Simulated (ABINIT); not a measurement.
# BaO (Fm-3m): G0W0 in ABINIT against the screening cutoff in the self-energy, part 2 of 2

Aim: move the screening cutoff in the self-energy of a G0W0 run on BaO (Fm-3m) over a wide range.

ABINIT 10.8.3; PBE and many-body steps on it, plane waves. Known limits of the many-body steps: not at the basis limit; no spin-orbit coupling.

So far. Step 2 (Screening, 6×6×6 mesh, 275 bands, screening to 272.1 eV): Local fields lower ε∞ by 11 %. Step 5 (3.5 Ha): The gap on the mesh goes from 1.94 eV to 2.95 eV, a correction of +1.01 eV.

The database entry behind the starting cell differs from later determinations by our own check (about 0.7 % short), so it need not match the best structure at ambient conditions.

## Step 6: 5 Ha

Level of this step: G0W0 on PBE, plane waves, norm-conserving pseudopotentials (ABINIT).

run.abi reads:

```
acell 3*1.0 Angstrom
rprim 
  -0.000000000000 2.750000000000 2.750000000000
  2.750000000000 -0.000000000000 2.750000000000
  2.750000000000 2.750000000000 -0.000000000000
ntypat 2
znucl 56 8
natom 2
typat 1 2
xred 
  0.000000000000 0.000000000000 0.000000000000
  0.500000000000 0.500000000000 0.500000000000
pp_dirpath "pseudos"
pseudos "Ba.upf, O.upf"
ecut 36
ngkpt 6 6 6
nshiftk 1
shiftk 0 0 0
kptopt 1
chksymbreak 0
istwfk *1
occopt 1
irdwfk 1
optdriver 4
nband 275
gwcalctyp 0
ecutsigx 36
symsigma 1
nkptgw 2
kptgw 
  0.5000000000 0.5000000000 0.0000000000
  0.0000000000 0.0000000000 0.0000000000
bdgw 
  6 10
  6 12
ecuteps 5
irdscr 1
ppmodel 1
indata_prefix "in"
outdata_prefix "out"
tmpdata_prefix "tmp"
```

Launch:

```console
> OMP_NUM_THREADS=1 mpirun -n 8 abinit run.abi > log
```

Output:

```text
.Version 10.8.3 of ABINIT. v10.8.2 released Aug 2026.

 Symmetries : space group Fm -3 m (#225); Bravais cF (face-center cubic)
[... echo of the input left out ...]
== DATASET  1 ==================================================================
-   mpi_nproc: 8, omp_nthreads: 1 (-1 if OMP is not activated)

--- !DatasetInfo
iteration_state: {dtset: 1, }
dimensions: {natom: 2, nkpt: 16, mband: 275, nsppol: 1, nspinor: 1, nspden: 1, mpw: 2914, }
cutoff_energies: {ecut:  36.0, pawecutdg:  -1.0, }
[...]
Band     E0 <VxcDFT>   SigX SigC(E0)      Z dSigC/dE  Sig(E)    E-E0       E
[...]
11  10.476  -9.827  -4.987  -4.147   0.841  -0.189  -9.245   0.582  11.058
       12  10.476  -9.827  -4.987  -4.147   0.841  -0.189  -9.245   0.582  11.058

== END DATASET(S) ==============================================================
================================================================================

 -outvars: echo values of variables after computation  --------
           etotal      0.0000000000E+00
            nband         275
             nkpt          16
          spgroup         225
 [... the other variables as echoed above ...]

 Calculation completed.
```

Wall time 16 s (8 MPI ranks of Intel Xeon Platinum 8488C (Sapphire Rapids), shared host); peak memory 2.6 GiB.

This step gave:

* G0W0 gap on the points computed: 2.99 eV
* starting gap on the mesh: 1.938 eV
* k of the valence top: 0.5, 0.5, 0
* k of the conduction bottom: 0.5, 0.5, 0
* least direct G0W0 gap on the computed points: 2.99 eV

Against the run before, the gap moves by +0.041 eV.

## Step 7: 7.5 Ha

run.abi, as its differences from that of step 6:

```diff
@@ -35,3 +35,3 @@
   6 12
-ecuteps 5
+ecuteps 7.5
 irdscr 1
```

Output:

```text
.Version 10.8.3 of ABINIT. v10.8.2 released Aug 2026.

 Symmetries : space group Fm -3 m (#225); Bravais cF (face-center cubic)
[... echo of the input left out ...]
== DATASET  1 ==================================================================
-   mpi_nproc: 8, omp_nthreads: 1 (-1 if OMP is not activated)

--- !DatasetInfo
iteration_state: {dtset: 1, }
dimensions: {natom: 2, nkpt: 16, mband: 275, nsppol: 1, nspinor: 1, nspden: 1, mpw: 2914, }
cutoff_energies: {ecut:  36.0, pawecutdg:  -1.0, }
[...]
Band     E0 <VxcDFT>   SigX SigC(E0)      Z dSigC/dE  Sig(E)    E-E0       E
[...]
11  10.476  -9.827  -4.987  -4.163   0.840  -0.190  -9.258   0.569  11.045
       12  10.476  -9.827  -4.987  -4.163   0.840  -0.190  -9.258   0.569  11.045

== END DATASET(S) ==============================================================
================================================================================

 -outvars: echo values of variables after computation  --------
           etotal      0.0000000000E+00
            nband         275
             nkpt          16
          spgroup         225
 [... the other variables as echoed above ...]

 Calculation completed.
```

Run time: 33 s. Hardware: 8 MPI ranks; peak memory 3.6 GiB; 4.4 min of CPU time.

Numbers from this step:

```yaml
g0w0_gap_on_the_points_computed: 3.026 eV
starting_gap_on_the_mesh: 1.938 eV
k_of_the_valence_top: 0.5, 0.5, 0
k_of_the_conduction_bottom: 0.5, 0.5, 0
least_direct_g0w0_gap_on_the_computed_points: 3.026 eV
```

Against the run before, the gap moves by +0.036 eV.

## Step 8: 10 Ha

run.abi, as its differences from that of step 7:

```diff
@@ -35,3 +35,3 @@
   6 12
-ecuteps 7.5
+ecuteps 10
 irdscr 1
```

Output:

```text
.Version 10.8.3 of ABINIT. v10.8.2 released Aug 2026.

 Symmetries : space group Fm -3 m (#225); Bravais cF (face-center cubic)
[... echo of the input left out ...]
== DATASET  1 ==================================================================
-   mpi_nproc: 8, omp_nthreads: 1 (-1 if OMP is not activated)

--- !DatasetInfo
iteration_state: {dtset: 1, }
dimensions: {natom: 2, nkpt: 16, mband: 275, nsppol: 1, nspinor: 1, nspden: 1, mpw: 2914, }
cutoff_energies: {ecut:  36.0, pawecutdg:  -1.0, }
[...]
Band     E0 <VxcDFT>   SigX SigC(E0)      Z dSigC/dE  Sig(E)    E-E0       E
[...]
11  10.476  -9.827  -4.987  -4.167   0.840  -0.190  -9.262   0.565  11.041
       12  10.476  -9.827  -4.987  -4.167   0.840  -0.190  -9.262   0.565  11.041

== END DATASET(S) ==============================================================
================================================================================

 -outvars: echo values of variables after computation  --------
           etotal      0.0000000000E+00
            nband         275
             nkpt          16
          spgroup         225
 [... the other variables as echoed above ...]

 Calculation completed.
```

The job ended after 71 s (8 MPI ranks; peak memory 4.3 GiB).

This step gave:

* G0W0 gap on the points computed: 3.039 eV
* starting gap on the mesh: 1.938 eV
* k of the valence top: 0.5, 0.5, 0
* k of the conduction bottom: 0.5, 0.5, 0
* least direct G0W0 gap on the computed points: 3.039 eV

Against the run before, the gap moves by +0.013 eV.

## Step 9: The runs together

Times are wall times on 8 MPI ranks of Intel Xeon Platinum 8488C (Sapphire Rapids), shared host, good to a factor of about two. A run's time includes the screening step that it read.

```csv
run,mesh,bands,screening cutoff (eV),DFT gap (eV),gap on the mesh (eV),direct (eV),ε∞ used,time
1 Ha,6×6×6,275,27.2,1.938,3.425,3.425,4.01,4 min
2 Ha,6×6×6,275,54.4,1.938,3.153,3.153,4.01,4 min
3.5 Ha,6×6×6,275,95.2,1.938,2.949,2.949,4.01,4.1 min
5 Ha,6×6×6,275,136.1,1.938,2.990,2.990,4.01,4.2 min
7.5 Ha,6×6×6,275,204.1,1.938,3.026,3.026,4.01,4.5 min
10 Ha,6×6×6,275,272.1,1.938,3.039,3.039,4.01,5.1 min
```

## Step 10: Outcome

```
1 Ha         : 3.425 eV
2 Ha         : 3.153 eV
3.5 Ha       : 2.949 eV
5 Ha         : 2.990 eV
7.5 Ha       : 3.026 eV
10 Ha        : 3.039 eV
known limits : not at the basis limit; no spin-orbit coupling
```

In words: The setting moved: screening cutoff in the self-energy. From 1 Ha to 10 Ha the gap moves by −0.39 eV, not steadily: it passes through 2.95 eV. The last step still moves it by +0.013 eV. Bands and screening cutoff are coupled, so a series along one setting does not show full convergence. Bands and cutoff are finite, so the gap is not at the basis limit. The miss can reach some tenths of an eV and take either sign; the mesh is an error of its own. In the G0W0 runs levels were corrected at 2 k points alone, so a gap called «on the mesh» is the least over those, and an edge elsewhere would be missed. The many-body steps are scalar-relativistic: spin-orbit coupling is not in them.

[Paths, hosts, dates, memory and timing lines, banners, echoed tables and standing remarks are left out of the program output.]

[Logs are printed without paths, hosts, clocks, repeated set-up lines and the standing remarks that a program may print on its own settings, such as how far it seeks lower states.]

[Runs of the session that timed out or met a known fault of the program may be left out.]

[Hosts, paths, dates, database ids (printed as entryN), source tags and the programs' standing remarks are cut or masked in the printed files.]

[G0W0 gaps are taken among the corrected bands and points alone; a level outside them can change the order at an edge.]

[Where Ansatz stands beside ABINIT at settings called matched, ABINIT's density can come from a denser mesh and the files from another edition; pairs whose starting gaps differed by over 0.03 eV were left out, so agreement reads better than it is.]
